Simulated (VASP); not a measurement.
# HfC (P6_3/mmc) in VASP: further runs

The runs below take HfC through single point, with PBEsol.

Program: VASP 6.6.1. These are calculated values, not measurements. Logs are shortened: lines on timing, memory, paths and dates and some standing lists are left out, and cuts for length are marked.

## (1) The structure

Symmetry: P6_3/mmc, No. 194, hexagonal system. The conventional cell has a = 3.233 Å, b = 3.233 Å, c = 5.719 Å, α = 90.00°, β = 90.00°, γ = 120.00°. Around Hf (site symmetry -3m) lie 6 C at 2.35 Å. C (site symmetry -6m2) has 6 Hf at 2.35 Å as nearest neighbours.

The cell comes from a database or a generator and needn't be the stable form of this composition.

## (2) Single point, PBEsol

INCAR

```
  PREC = Accurate
  ENCUT = 520
  EDIFF = 1E-7
  ISMEAR = 0
  SIGMA = 0.05
  LREAL = F
  LASPH = T
  NELM = 100
  ALGO = Normal
  ISIF = 2
  LWAVE = F
  LCHARG = F
  GGA = PS
  NBANDS = 22
```

KPOINTS

```
Automatic mesh
0
Gamma
  10 10 6
```

POSCAR

```
HfC
1.0
    3.2332086791      0.0000000000      0.0000000000
   -1.6166043395      2.8000408518      0.0000000000
    0.0000000000      0.0000000000      5.7187526075
Hf C
2 2
Direct
    0.0000000000      0.0000000000      0.0000000000
    0.0000000000      0.0000000000      0.5000000000
    0.3333333333      0.6666666667      0.2500000000
    0.6666666667      0.3333333333      0.7500000000
```

Potentials or basis: VASP PAW PBE potentials, release 64 (Hf_pv, C).

Run with:

```console
> cat potpaw_PBE.64/Hf_pv/POTCAR potpaw_PBE.64/C/POTCAR > POTCAR
> mpirun -np 1 vasp_std > vasp.out
```

OUTCAR:

```text
PREC = Accurate
   ENCUT = 520
   EDIFF = 1E-7
   ISMEAR = 0
   LREAL = F
   LASPH = T
   NELM = 100
   ISIF = 2
   GGA = PS

 ion  position               nearest neighbor table
   1  0.000  0.000  0.000-   3 2.35   4 2.35   3 2.35   4 2.35   4 2.35   3 2.35   2 2.86   2 2.86

   2  0.000  0.000  0.500-   3 2.35   4 2.35   3 2.35   4 2.35   4 2.35   3 2.35   1 2.86   1 2.86

   3  0.333  0.667  0.250-   1 2.35   2 2.35   1 2.35   2 2.35   1 2.35   2 2.35
   4  0.667  0.333  0.750-   1 2.35   2 2.35   1 2.35   2 2.35   1 2.35   2 2.35

  LATTYP: Found a hexagonal cell.
 ALAT       =     3.2332086791
 C/A-ratio  =     1.7687545640

  Lattice vectors:

 A1 = (   3.2332086791,   0.0000000000,   0.0000000000)
 A2 = (  -1.6166043395,   2.8000408518,   0.0000000000)
 A3 = (   0.0000000000,   0.0000000000,   5.7187526075)

Analysis of symmetry for initial positions (statically):
=====================================================================
 Subroutine PRICEL returns:
 Original cell was already a primitive cell.

 Routine SETGRP: Setting up the symmetry group for a
 hexagonal supercell.

 Subroutine GETGRP returns: Found 24 space group operations
 (whereof 12 operations were pure point group operations)
 out of a pool of 24 trial point group operations.

The static configuration has the point symmetry D_3d.
 The point group associated with its full space group is D_6h.

Analysis of symmetry for dynamics (positions and initial velocities):
=====================================================================
 Subroutine PRICEL returns:
 Original cell was already a primitive cell.

 Routine SETGRP: Setting up the symmetry group for a
 hexagonal supercell.

 Subroutine GETGRP returns: Found 24 space group operations
 (whereof 12 operations were pure point group operations)
 out of a pool of 24 trial point group operations.

The dynamic configuration has the point symmetry D_3d.
 The point group associated with its full space group is D_6h.

 Subroutine INISYM returns: Found 24 space group operations
 (whereof 12 operations are pure point group operations),
 and found     1 'primitive' translations

----------------------------------------------------------------------------------------

                                     Primitive cell

  volume of cell :      51.7725

  direct lattice vectors                    reciprocal lattice vectors
     3.233208679  0.000000000  0.000000000     0.309290275  0.178568823  0.000000000
    -1.616604340  2.800040852  0.000000000     0.000000000  0.357137647  0.000000000
     0.000000000  0.000000000  5.718752607     0.000000000  0.000000000  0.174863308

  length of vectors
     3.233208679  3.233208679  5.718752607     0.357137647  0.357137647  0.174863308

  position of ions in fractional coordinates (direct lattice)
     0.000000000  0.000000000  0.000000000
     0.000000000  0.000000000  0.500000000
     0.333333333  0.666666667  0.250000000
     0.666666667  0.333333333  0.750000000

  ion indices of the primitive-cell ions
   primitive index   ion index
                 1           1
                 2           2
                 3           3
                 4           4

----------------------------------------------------------------------------------------

 KPOINTS: Automatic mesh

Automatic generation of k-mesh.
 Grid dimensions read from file:
 generate k-points for:   10   10    6

 Generating k-lattice:

  Cartesian coordinates                     Fractional coordinates (reciprocal lattice)
     0.030929027  0.017856882  0.000000000     0.100000000  0.000000000  0.000000000
     0.000000000  0.035713765  0.000000000     0.000000000  0.100000000  0.000000000
     0.000000000  0.000000000  0.029143885     0.000000000  0.000000000  0.166666667

  Length of vectors
     0.035713765  0.035713765  0.029143885

  Shift w.r.t. Gamma in fractional coordinates (k-lattice)
     0.000000000  0.000000000  0.000000000

 Subroutine IBZKPT returns following result:
 ===========================================

 Found     56 irreducible k-points:

 Following reciprocal coordinates:
            Coordinates               Weight
  0.000000  0.000000  0.000000      1.000000
  0.100000 -0.000000  0.000000      6.000000
  0.200000 -0.000000  0.000000      6.000000
  0.300000 -0.000000  0.000000      6.000000
  0.400000  0.000000  0.000000      6.000000
  0.500000 -0.000000  0.000000      3.000000
[... 16 lines left out ...]
  0.300000  0.100000  0.166667     24.000000
  0.400000  0.100000  0.166667     24.000000
 [... further k-points ...]
   k-points           NKPTS =     56   k-points in BZ     NKDIM =     56   number of bands    NBANDS=     22
   number of dos      NEDOS =    301   number of ions     NIONS =      4
   total plane-waves  NPLWV =  27648
   dimension x,y,z NGX =    24 NGY =   24 NGZ =   48
   dimension x,y,z NGXF=    48 NGYF=   48 NGZF=   96
   ions per type =               2   2
   NGX,Y,Z   is equivalent  to a cutoff of  12.34, 12.34, 13.95 a.u.
   NGXF,Y,Z  is equivalent  to a cutoff of  24.68, 24.68, 27.91 a.u.
 SYSTEM =  unknown system
   PREC   = accura    normal or accurate (medium, high low for compatibility)
   ISTART =      0    job   : 0-new  1-cont  2-samecut
   ICHARG =      2    charge: 1-file 2-atom 10-const
   ISPIN  =      1    spin polarized calculation?
   LNONCOLLINEAR =      F non collinear calculations
   LSORBIT =      F    spin-orbit coupling
   LASPH  =      T    aspherical Exc in radial PAW
   ENCUT  =  520.0 eV  38.22 Ry    6.18 a.u.   6.01  6.01 10.63*2*pi/ulx,y,z
   NELM   =    100;   NELMIN=  2; NELMDL= -5     # of ELM steps
   EDIFF  = 0.1E-06   stopping-criterion for ELM
   LREAL  =      F    real-space projection
   EDIFFG = 0.1E-05   stopping-criterion for IOM
   NSW    =      0    number of steps for IOM
   IBRION =     -1    ionic relax: 0-MD 1-quasi-New 2-CG
   NFREE  =      0    steps in history (QN), initial steepest desc. (CG)
   ISIF   =      2    stress and relaxation
   ISYM   =      2    0-nonsym 1-usesym 2-fastsym
   POTIM  = 0.5000    time-step for ionic-motion
   TEBEG  =    0.0;   TEEND  =   0.0 temperature during run
   PSTRESS=    0.0 pullay stress
   NELECT =      28.0000    total number of electrons
   NUPDOWN=      -1.0000    fix difference up-down
   EMIN   =  10.00;   EMAX   =-10.00  energy-range for DOS
   EFERMI =   0.00;   METHOD = LEGACY
   ISMEAR =     0;   SIGMA  =   0.05  broadening in eV -4-tet -1-fermi 0-gaus
   EFERMI_NEDOS =   21; number of points for ismear=-14 and -15
   IALGO  =     38    algorithm
   IMIX   =      4    mixing-type and parameters
     AMIX     =   0.40;   BMIX     =  1.00
     AMIX_MAG =   1.60;   BMIX_MAG =  1.00
  volume/ion in A,a.u.               =      12.94        87.34
  Fermi-wavevector in a.u.,A,eV,Ry     =   1.333811  2.520538 24.205477  1.779052
  Thomas-Fermi vector in A             =   2.462641
   LORBIT       =      0    0 simple, 1 ext, 2 COOP (PROOUT), +10 PAW based schemes
   GGA     = PS    functional components
   LHFCALC =     F    Hartree Fock is set to
   AEXX    =    0.0000 exact exchange contribution
   IVDW    =     0    specifies the selected vdW correction
   LEPSILON=     F    determine dielectric tensor
   LRPA    =     F    only Hartree local field effects (RPA)
 non-spin polarized calculation
 Gauss-broadening in eV      SIGMA  =   0.05
  energy-cutoff  :      520.00
  volume of cell :       51.77
 maximum number of plane-waves:      1416
   NGX = 13   NGY = 13   NGZ = 21

 number of electron      28.0000000 magnetization

 Free energy of the ion-electron system (eV)
  ---------------------------------------------------
  ext. energy  EPLUGINS =         0.00000000
  ---------------------------------------------------
  free energy    TOTEN  =       -42.15455292 eV

  energy without entropy =      -42.15331031  energy(sigma->0) =      -42.15393162

 E-fermi :   5.4360     XC(G=0): -12.2328

 val. band max:        5.3855990104   @ k =   0.1000  -0.0000   0.0000
 cond. band min:       5.4630636428   @ k =   0.2000   0.1000   0.0000
 fundamental gap:      0.0774646324
 Fermi energy:         5.4359634460

 k-point     1 :       0.0000    0.0000    0.0000
  band No.  band energies     occupation
      1     -24.9708      2.00000
      2     -24.1716      2.00000
      3     -24.1716      2.00000
      4     -24.0473      2.00000
      5     -24.0473      2.00000
      6     -23.7896      2.00000
[... 14 lines left out ...]
     21      11.9073      0.00000
     22      12.2800      0.00000

 k-point     2 :       0.1000   -0.0000    0.0000
  band No.  band energies     occupation
      1     -24.9573      2.00000
      2     -24.2333      2.00000
      3     -24.1852      2.00000
      4     -24.1013      2.00000
      5     -24.0593      2.00000
      6     -23.7828      2.00000
[... 14 lines left out ...]
     21      12.0172      0.00000
     22      12.8088      0.00000

 k-point     3 :       0.2000   -0.0000    0.0000
  band No.  band energies     occupation
      1     -24.9216      2.00000
      2     -24.3913      2.00000
      3     -24.2399      2.00000
      4     -24.2207      2.00000
      5     -24.0905      2.00000
      6     -23.7648      2.00000
[... 14 lines left out ...]
     21      12.5859      0.00000
     22      13.3936      0.00000

 k-point     4 :       0.3000   -0.0000    0.0000
  band No.  band energies     occupation
      1     -24.8772      2.00000
      2     -24.5797      2.00000
      3     -24.4066      2.00000
      4     -24.2641      2.00000
      5     -24.1288      2.00000
      6     -23.7425      2.00000
[... 14 lines left out ...]
     21      12.9484      0.00000
     22      13.0978      0.00000

 k-point     5 :       0.4000    0.0000    0.0000
  band No.  band energies     occupation
      1     -24.8415      2.00000
      2     -24.7264      2.00000
      3     -24.5380      2.00000
      4     -24.2990      2.00000
      5     -24.1595      2.00000
      6     -23.7243      2.00000
[... 14 lines left out ...]
     21      13.1657      0.00000
     22      13.2234      0.00000

 k-point     6 :       0.5000   -0.0000    0.0000
  band No.  band energies     occupation
      1     -24.8295      2.00000
      2     -24.7797      2.00000
      3     -24.5874      2.00000
      4     -24.3122      2.00000
      5     -24.1711      2.00000
      6     -23.7174      2.00000
[... 14 lines left out ...]
     21      13.4963      0.00000
     22      13.6225      0.00000

 k-point     7 :       0.1000    0.1000    0.0000
  band No.  band energies     occupation
      1     -24.9327      2.00000
      2     -24.3385      2.00000
      3     -24.2143      2.00000
      4     -24.1935      2.00000
      5     -24.0849      2.00000
      6     -23.7704      2.00000
[... 324 lines left out ...]
      6     -23.7978      2.00000
[... 14 lines left out ...]
     21      12.9918      0.00000
     22      13.4382      0.00000

 k-point    21 :       0.1000    0.1000    0.1667
  band No.  band energies     occupation
      1     -24.8611      2.00000
      2     -24.3293      2.00000
      3     -24.2058      2.00000
      4     -24.2032      2.00000
      5     -24.0937      2.00000
      6     -23.8550      2.00000
[... 14 lines left out ...]
     21      11.9641      0.00000
     22      12.5442      0.00000

 k-point    22 :       0.2000    0.1000    0.1667
  band No.  band energies     occupation
      1     -24.8222      2.00000
      2     -24.4901      2.00000
      3     -24.3473      2.00000
      4     -24.2558      2.00000
      5     -24.1386      2.00000
      6     -23.8331      2.00000
[... 14 lines left out ...]
     21      12.4894      0.00000
     22      13.1351      0.00000

 k-point    23 :       0.3000    0.1000    0.1667
  band No.  band energies     occupation
      1     -24.7830      2.00000
      2     -24.6449      2.00000
      3     -24.4874      2.00000
      4     -24.3060      2.00000
      5     -24.1835      2.00000
      6     -23.8113      2.00000
[... 14 lines left out ...]
     21      12.6453      0.00000
     22      13.4454      0.00000

 k-point    24 :       0.4000    0.1000    0.1667
  band No.  band energies     occupation
      1     -24.7620      2.00000
      2     -24.7345      2.00000
      3     -24.5725      2.00000
      4     -24.3369      2.00000
      5     -24.2111      2.00000
      6     -23.7978      2.00000
[... 14 lines left out ...]
     21      12.9245      0.00000
     22      13.4139      0.00000

 [... further k-points ...]

------------------------ aborting loop because EDIFF is reached ----------------------------------------

  FORCE on cell =-STRESS in cart. coord.  units (eV):
  Direction    XX          YY          ZZ          XY          YZ          ZX
  --------------------------------------------------------------------------------------
  -------------------------------------------------------------------------------------
  Total       -0.1364526     -0.1364526     -0.2325937     -0.0000000      0.0000000      0.0000000
  in kB       -4.2227259     -4.2227259     -7.1979540     -0.0000000      0.0000000      0.0000000
  external PRESSURE =      -5.2144686 kB  Pullay stress =       0.0000000 kB

 VOLUME and BASIS-vectors are now :
 -----------------------------------------------------------------------------
  energy-cutoff  :      520.00
  volume of cell :       51.77
      direct lattice vectors                 reciprocal lattice vectors
     3.233208679  0.000000000  0.000000000     0.309290275  0.178568823  0.000000000
    -1.616604340  2.800040852  0.000000000     0.000000000  0.357137647  0.000000000
     0.000000000  0.000000000  5.718752607     0.000000000  0.000000000  0.174863308

 POSITION                                       TOTAL-FORCE (eV/Angst)
 -----------------------------------------------------------------------------------
      0.00000      0.00000      0.00000        -0.000000     -0.000000     -0.000000
      0.00000      0.00000      2.85938        -0.000000     -0.000000     -0.000000
     -0.00000      1.86669      1.42969         0.000000      0.000000      0.000000
      1.61660      0.93335      4.28906         0.000000      0.000000      0.000000
 -----------------------------------------------------------------------------------
    total drift:                               -0.000000      0.000000      0.000000

  FREE ENERGIE OF THE ION-ELECTRON SYSTEM (eV)
  ---------------------------------------------------
  free  energy   TOTEN  =       -42.1545529249 eV

  energy  without entropy=      -42.1533103054  energy(sigma->0) =      -42.15393162
```

It took 20 s on 1 thread of Intel Xeon 6975P-C (Granite Rapids), shared host; peak memory 0.2 GiB.

What came out:

| Item | Value |
| --- | --- |
| Free energy | -42.1546 eV |
| Pressure | -0.5 GPa |
| Band gap on the k mesh | none (metal or under the smearing width) |

Stress tensor (GPa, compression positive):
```
-0.42  0.00  0.00
 0.00 -0.42  0.00
 0.00  0.00 -0.72
```

Levels at points of the mesh, in eV from the Fermi level:
| k point | band 12 | band 13 | band 14 | band 15 | band 16 | band 17 |
| --- | --- | --- | --- | --- | --- | --- |
| (0.00, 0.00, 0.00) | -1.23 | 0.84 | 1.46 | 1.46 | 2.11 | 2.11 |
| (0.50, 0.00, 0.00) | -1.82 | -1.13 | -0.93 | 0.41 | 2.07 | 5.63 |
| (0.00, 0.00, 0.50) | -1.16 | -1.16 | -1.16 | 2.94 | 2.94 | 3.22 |
| (0.50, 0.00, 0.50) | -1.87 | -1.35 | -1.35 | 1.13 | 1.13 | 6.04 |

Caveat: the PAW data sets were made with another functional, which shifts forces and pressure a little. The run has no spin-orbit coupling, so splittings on Hf are missing.

(Part 1 of 2 ends here.)
